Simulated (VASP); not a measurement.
# Lu (Im-3m) in VASP: settings compared

The runs below take Lu through relaxation of cell and atoms, with PBE, PBEsol, RPBE, revPBE, BLYP.

Program: VASP 6.6.1. These are calculated values, not measurements. Logs are shortened: lines on timing, memory, paths and dates and some standing lists are left out, and cuts for length are marked.

### 1 Starting point

Symmetry: Im-3m, No. 229, cubic system. The conventional cell has a = 3.908 Å, b = 3.908 Å, c = 3.908 Å, α = 90.00°, β = 90.00°, γ = 90.00°. Lu (site symmetry m-3m) is surrounded by 8 Lu at 3.38 Å.

This isn't the form of Lu at room conditions, which is hcp.

### 2 Relaxation of cell and atoms, PBE

Input file INCAR:

```
PREC = Accurate ; ENCUT = 600
EDIFF = 1E-6 ; ISMEAR = -1
SIGMA = 0.05 ; LREAL = False
LASPH = True ; NELM = 100
ALGO = Normal ; ISIF = 3
LWAVE = False ; LCHARG = False
GGA = PE ; IBRION = 2
NSW = 60 ; EDIFFG = -0.005
```

Input file KPOINTS:

```
Automatic mesh
0
Gamma
  10 10 10
```

Input file POSCAR:

```
Lu
1.0
   -1.9541071088      1.9541071088      1.9541071088
    1.9541071088     -1.9541071088      1.9541071088
    1.9541071088      1.9541071088     -1.9541071088
Lu
1
Direct
    0.0000000000      0.0000000000      0.0000000000
```

Potentials or basis: VASP PAW PBE potentials, release 64 (Lu).

Launch:

```console
cat potpaw_PBE.64/Lu/POTCAR > POTCAR
mpirun -np 1 vasp_std > vasp.out
```

OUTCAR:

```text
PREC = Accurate
   ENCUT = 600
   EDIFF = 1E-6
   ISMEAR = -1
   LREAL = False
   LASPH = True
   NELM = 100
   ISIF = 3
   GGA = PE
   IBRION = 2
   NSW = 60
   EDIFFG = -0.005

 ion  position               nearest neighbor table
   1  0.000  0.000  0.000-

  LATTYP: Found a body centered cubic cell.
 ALAT       =     3.9082142176

  Lattice vectors:

 A1 = (  -1.9541071088,   1.9541071088,   1.9541071088)
 A2 = (   1.9541071088,  -1.9541071088,   1.9541071088)
 A3 = (   1.9541071088,   1.9541071088,  -1.9541071088)

Analysis of symmetry for initial positions (statically):
=====================================================================
 Subroutine PRICEL returns:
 Original cell was already a primitive cell.

 Routine SETGRP: Setting up the symmetry group for a
 body centered cubic supercell.

 Subroutine GETGRP returns: Found 48 space group operations
 (whereof 48 operations were pure point group operations)
 out of a pool of 48 trial point group operations.

The static configuration has the point symmetry O_h .

Analysis of symmetry for dynamics (positions and initial velocities):
=====================================================================
 Subroutine PRICEL returns:
 Original cell was already a primitive cell.

 Routine SETGRP: Setting up the symmetry group for a
 body centered cubic supercell.

 Subroutine GETGRP returns: Found 48 space group operations
 (whereof 48 operations were pure point group operations)
 out of a pool of 48 trial point group operations.

The dynamic configuration has the point symmetry O_h .

 Subroutine INISYM returns: Found 48 space group operations
 (whereof 48 operations are pure point group operations),
 and found     1 'primitive' translations

----------------------------------------------------------------------------------------

                                     Primitive cell

  volume of cell :      29.8473

  direct lattice vectors                    reciprocal lattice vectors
    -1.954107109  1.954107109  1.954107109     0.000000000  0.255871338  0.255871338
     1.954107109 -1.954107109  1.954107109     0.255871338  0.000000000  0.255871338
     1.954107109  1.954107109 -1.954107109     0.255871338  0.255871338  0.000000000

  length of vectors
     3.384612796  3.384612796  3.384612796     0.361856716  0.361856716  0.361856716

  position of ions in fractional coordinates (direct lattice)
     0.000000000  0.000000000  0.000000000

  ion indices of the primitive-cell ions
   primitive index   ion index
                 1           1

----------------------------------------------------------------------------------------

 KPOINTS: Automatic mesh

Automatic generation of k-mesh.
 Grid dimensions read from file:
 generate k-points for:   10   10   10

 Generating k-lattice:

  Cartesian coordinates                     Fractional coordinates (reciprocal lattice)
     0.000000000  0.025587134  0.025587134     0.100000000  0.000000000  0.000000000
     0.025587134  0.000000000  0.025587134     0.000000000  0.100000000  0.000000000
     0.025587134  0.025587134  0.000000000     0.000000000  0.000000000  0.100000000

  Length of vectors
     0.036185672  0.036185672  0.036185672

  Shift w.r.t. Gamma in fractional coordinates (k-lattice)
     0.000000000  0.000000000  0.000000000

 Subroutine IBZKPT returns following result:
 ===========================================

 Found     47 irreducible k-points:

 Following reciprocal coordinates:
            Coordinates               Weight
  0.000000  0.000000  0.000000      1.000000
  0.100000  0.000000  0.000000     12.000000
  0.200000  0.000000  0.000000     12.000000
  0.300000  0.000000  0.000000     12.000000
  0.400000  0.000000  0.000000     12.000000
  0.500000  0.000000  0.000000      6.000000
[... 16 lines left out ...]
  0.300000  0.300000  0.100000      8.000000
 -0.300000  0.300000  0.100000     24.000000
 [... further k-points ...]
   k-points           NKPTS =     47   k-points in BZ     NKDIM =     47   number of bands    NBANDS=     16
   number of dos      NEDOS =    301   number of ions     NIONS =      1
   total plane-waves  NPLWV =  21952
   dimension x,y,z NGX =    28 NGY =   28 NGZ =   28
   dimension x,y,z NGXF=    56 NGYF=   56 NGZF=   56
   ions per type =               1
   NGX,Y,Z   is equivalent  to a cutoff of  13.75, 13.75, 13.75 a.u.
   NGXF,Y,Z  is equivalent  to a cutoff of  27.51, 27.51, 27.51 a.u.
 SYSTEM =  unknown system
   PREC   = accura    normal or accurate (medium, high low for compatibility)
   ISTART =      0    job   : 0-new  1-cont  2-samecut
   ICHARG =      2    charge: 1-file 2-atom 10-const
   ISPIN  =      1    spin polarized calculation?
   LNONCOLLINEAR =      F non collinear calculations
   LSORBIT =      F    spin-orbit coupling
   LASPH  =      T    aspherical Exc in radial PAW
   ENCUT  =  600.0 eV  44.10 Ry    6.64 a.u.   6.76  6.76  6.76*2*pi/ulx,y,z
   NELM   =    100;   NELMIN=  2; NELMDL= -5     # of ELM steps
   EDIFF  = 0.1E-05   stopping-criterion for ELM
   LREAL  =      F    real-space projection
   EDIFFG = -.5E-02   stopping-criterion for IOM
   NSW    =     60    number of steps for IOM
   IBRION =      2    ionic relax: 0-MD 1-quasi-New 2-CG
   NFREE  =      1    steps in history (QN), initial steepest desc. (CG)
   ISIF   =      3    stress and relaxation
   ISYM   =      2    0-nonsym 1-usesym 2-fastsym
   POTIM  = 0.5000    time-step for ionic-motion
   TEBEG  =    0.0;   TEEND  =   0.0 temperature during run
   PSTRESS=    0.0 pullay stress
   NELECT =      25.0000    total number of electrons
   NUPDOWN=      -1.0000    fix difference up-down
   EMIN   =  10.00;   EMAX   =-10.00  energy-range for DOS
   EFERMI =   0.00;   METHOD = LEGACY
   ISMEAR =    -1;   SIGMA  =   0.05  broadening in eV -4-tet -1-fermi 0-gaus
   EFERMI_NEDOS =   21; number of points for ismear=-14 and -15
   IALGO  =     38    algorithm
   IMIX   =      4    mixing-type and parameters
     AMIX     =   0.40;   BMIX     =  1.00
     AMIX_MAG =   1.60;   BMIX_MAG =  1.00
  volume/ion in A,a.u.               =      29.85       201.42
  Fermi-wavevector in a.u.,A,eV,Ry     =   1.543191  2.916209 32.401456  2.381440
  Thomas-Fermi vector in A             =   2.648889
   LORBIT       =      0    0 simple, 1 ext, 2 COOP (PROOUT), +10 PAW based schemes
   GGA     = PE    functional components
   LHFCALC =     F    Hartree Fock is set to
   AEXX    =    0.0000 exact exchange contribution
   IVDW    =     0    specifies the selected vdW correction
   LEPSILON=     F    determine dielectric tensor
   LRPA    =     F    only Hartree local field effects (RPA)
 conjugate gradient relaxation of ions
 non-spin polarized calculation
  energy-cutoff  :      600.00
  volume of cell :       29.85
 maximum number of plane-waves:      1007
   NGX = 13   NGY = 13   NGZ = 13

--------------------------------------- Ionic step        1  -------------------------------------------

 number of electron      24.9999996 magnetization

 Free energy of the ion-electron system (eV)
  ---------------------------------------------------
  ext. energy  EPLUGINS =         0.00000000
  ---------------------------------------------------
  free energy    TOTEN  =        -4.38896503 eV

  energy without entropy =       -4.36988732  energy(sigma->0) =       -4.37942617

------------------------ aborting loop because EDIFF is reached ----------------------------------------

  FORCE on cell =-STRESS in cart. coord.  units (eV):
  Direction    XX          YY          ZZ          XY          YZ          ZX
  --------------------------------------------------------------------------------------
  -------------------------------------------------------------------------------------
  Total       -0.0057960     -0.0057960     -0.0057960     -0.0000000      0.0000000      0.0000000
  in kB       -0.3111220     -0.3111220     -0.3111220     -0.0000000      0.0000000      0.0000000
  external PRESSURE =      -0.3111220 kB  Pullay stress =       0.0000000 kB
[... 125 lines left out ...]
  energy  without entropy=       -4.3700790632  energy(sigma->0) =       -4.37956915

--------------------------------------- Ionic step        5  -------------------------------------------

 number of electron      24.9999994 magnetization

 Free energy of the ion-electron system (eV)
  ---------------------------------------------------
  ext. energy  EPLUGINS =         0.00000000
  ---------------------------------------------------
  free energy    TOTEN  =        -4.38906237 eV

  energy without entropy =       -4.37011463  energy(sigma->0) =       -4.37958850

 E-fermi :   2.2959     XC(G=0): -10.5820

 val. band max:        2.2913365246   @ k =   0.2000   0.2000   0.1000
 cond. band min:       2.3185452627   @ k =   0.3000   0.2000   0.1000
 fundamental gap:      0.0272087381
 Fermi energy:         2.2959445783

 k-point     1 :       0.0000    0.0000    0.0000
  band No.  band energies     occupation
      1     -54.1487      2.00000
      2     -24.5774      2.00000
      3     -24.5774      2.00000
      4     -24.5774      2.00000
      5      -3.8097      2.00000
      6      -2.9000      2.00000
[... 8 lines left out ...]
     15       4.4029      0.00000
     16       6.5981      0.00000
[... 420 lines left out ...]
  band No.  band energies     occupation
      1     -54.1272      2.00000
      2     -24.8799      2.00000
      3     -24.6950      2.00000
      4     -24.6131      2.00000
      5      -2.8859      2.00000
      6      -2.8632      2.00000
[... 8 lines left out ...]
     15       5.4717      0.00000
     16       6.7317      0.00000

 [... further k-points ...]

------------------------ aborting loop because EDIFF is reached ----------------------------------------

  FORCE on cell =-STRESS in cart. coord.  units (eV):
  Direction    XX          YY          ZZ          XY          YZ          ZX
  --------------------------------------------------------------------------------------
  -------------------------------------------------------------------------------------
  Total        0.0017383      0.0017383      0.0017383      0.0000000      0.0000000      0.0000000
  in kB        0.0938131      0.0938131      0.0938131      0.0000000      0.0000000      0.0000000
  external PRESSURE =       0.0938131 kB  Pullay stress =       0.0000000 kB
[... 16 lines left out ...]
  FREE ENERGIE OF THE ION-ELECTRON SYSTEM (eV)
  ---------------------------------------------------
  free  energy   TOTEN  =        -4.3890623661 eV

  energy  without entropy=       -4.3701146310  energy(sigma->0) =       -4.37958850

 reached required accuracy - stopping structural energy minimisation
```

It took 47 s on 1 thread of Intel Xeon 6975P-C (Granite Rapids), shared host; peak memory 0.18 GiB.

What came out:

| Property | Result |
| --- | --- |
| Free energy | -4.3891 eV |
| Relaxed volume | 29.69 Å³/atom |
| Relaxed cell | a = 3.379 Å, b = 3.379 Å, c = 3.379 Å, α = 109.47°, β = 109.47°, γ = 109.47° |
| Space group after relaxing (to 0.05 Å) | Im-3m (No. 229) |
| Energy gained by relaxing | 0.1 meV/atom |
| Ionic steps | 5 |
| Pressure after relaxing | 0.0 GPa |
| Band gap on the k mesh | none (metal or under the smearing width) |

Final structure:
```
Lu
1.0
    -1.95060    1.95060    1.95060
     1.95060   -1.95060    1.95060
     1.95060    1.95060   -1.95060
Lu
1
Direct
  0.00000 0.00000 0.00000
```

Levels at points of the mesh, in eV from the Fermi level:
| k point | band 10 | band 11 | band 12 | band 13 | band 14 | band 15 |
| --- | --- | --- | --- | --- | --- | --- |
| (0.00, 0.00, 0.00) | -5.11 | -5.11 | -5.09 | 2.11 | 2.11 | 2.11 |
| (0.50, 0.00, 0.00) | -5.11 | -5.10 | -2.51 | 0.39 | 0.43 | 4.06 |
| (0.50, 0.50, 0.50) | -5.10 | -5.10 | -1.47 | -1.47 | 5.61 | 5.61 |

### 3 Relaxation of cell and atoms, PBEsol

INCAR, as its differences from that of step 2:

```diff
@@ -6,3 +6,3 @@
 LWAVE = False ; LCHARG = False
-GGA = PE ; IBRION = 2
+GGA = PS ; IBRION = 2
 NSW = 60 ; EDIFFG = -0.005
```

KPOINTS is that of step 2.

POSCAR is that of step 2.

Potentials or basis: VASP PAW PBE potentials, release 64 (Lu).

Launch:

```console
cat potpaw_PBE.64/Lu/POTCAR > POTCAR
mpirun -np 1 vasp_std > vasp.out
```

Run time: 35 s. Hardware: 1 thread of Intel Xeon 6975P-C (Granite Rapids), shared host; peak memory 0.19 GiB.

The run converged. Its results:

```yaml
Free_energy: -4.8070 eV
Relaxed_volume: 28.03 Å³/atom
Relaxed_cell: a = 3.315 Å, b = 3.315 Å, c = 3.315 Å, α = 109.47°, β = 109.47°, γ = 109.47°
Space_group_after_relaxing_to_0.05_Å: Im-3m (No. 229)
Energy_gained_by_relaxing: 15.9 meV/atom
Ionic_steps: 3
Pressure_after_relaxing: 0.0 GPa
Band_gap_on_the_k_mesh: none (metal or under the smearing width)
```

The path:
| step | energy change (eV) | largest force (eV/Å) | pressure (GPa) | volume (Å³) |
| --- | --- | --- | --- | --- |
| 1 | 0.0000 | 0.0000 | -2.50 | 29.85 |
| 2 | -0.0158 | 0.0000 | 0.31 | 27.88 |
| 3 | -0.0159 | 0.0000 | 0.01 | 28.03 |

Final structure:
```yaml
crystal:
  lattice:
    - [-1.91371, 1.91371, 1.91371]
    - [1.91371, -1.91371, 1.91371]
    - [1.91371, 1.91371, -1.91371]
  atoms:
    - { symbol: Lu, position: [0.00000, 0.00000, 0.00000] }
```

Levels at points of the mesh, in eV from the Fermi level:
```csv
k point,band 10,band 11,band 12,band 13,band 14,band 15
"(0.00, 0.00, 0.00)",-4.98,-4.98,-4.96,2.12,2.12,2.12
"(0.50, 0.00, 0.00)",-4.98,-4.97,-2.64,0.30,0.61,4.25
"(0.50, 0.50, 0.50)",-4.97,-4.97,-1.65,-1.65,5.97,5.97
```

Caveat: the PAW data sets were made with another functional, which shifts forces and pressure a little. Spin-orbit coupling is left out, which matters for the levels of Lu.

### 4 Relaxation of cell and atoms, RPBE

INCAR, as its differences from that of step 3:

```diff
@@ -6,3 +6,3 @@
 LWAVE = False ; LCHARG = False
-GGA = PS ; IBRION = 2
+GGA = RP ; IBRION = 2
 NSW = 60 ; EDIFFG = -0.005
```

KPOINTS is that of step 3.

POSCAR is that of step 3.

Launch:

```console
cat potpaw_PBE.64/Lu/POTCAR > POTCAR
mpirun -np 1 vasp_std > vasp.out
```

Run time: 48 s. Hardware: 1 thread of Intel Xeon 6975P-C (Granite Rapids), shared host; peak memory 0.19 GiB.

It converged, with:

| Property | Result |
| --- | --- |
| Free energy | -4.0697 eV |
| Relaxed volume | 31.13 Å³/atom |
| Relaxed cell | a = 3.433 Å, b = 3.433 Å, c = 3.433 Å, α = 109.47°, β = 109.47°, γ = 109.47° |
| Space group after relaxing (to 0.05 Å) | Im-3m (No. 229) |
| Energy gained by relaxing | 7.0 meV/atom |
| Ionic steps | 4 |
| Pressure after relaxing | 0.0 GPa |
| Band gap on the k mesh | none (metal or under the smearing width) |

Step by step:
| step | energy change (eV) | largest force (eV/Å) | pressure (GPa) | volume (Å³) |
| --- | --- | --- | --- | --- |
| 1 | 0.0000 | 0.0000 | 1.80 | 29.85 |
| 2 | -0.0068 | 0.0000 | -0.13 | 31.32 |
| 3 | -0.0070 | 0.0000 | -0.07 | 31.19 |
| 4 | -0.0070 | 0.0000 | -0.01 | 31.13 |

Final structure:
```
CELL_PARAMETERS angstrom
-1.98179 1.98179 1.98179
1.98179 -1.98179 1.98179
1.98179 1.98179 -1.98179
ATOMIC_POSITIONS crystal
Lu 0.00000 0.00000 0.00000
```

Levels at points of the mesh, in eV from the Fermi level:
```
           k point  band 10  band 11  band 12  band 13  band 14  band 15
(0.00, 0.00, 0.00)    -5.20    -5.20    -5.18     2.11     2.11     2.11
(0.50, 0.00, 0.00)    -5.20    -5.19    -2.40     0.27     0.47     3.94
(0.50, 0.50, 0.50)    -5.19    -5.19    -1.34    -1.34     5.30     5.30
```

Caveat: the PAW data sets were made with another functional, which shifts forces and pressure a little.

(Continued in part 2 of 2.)
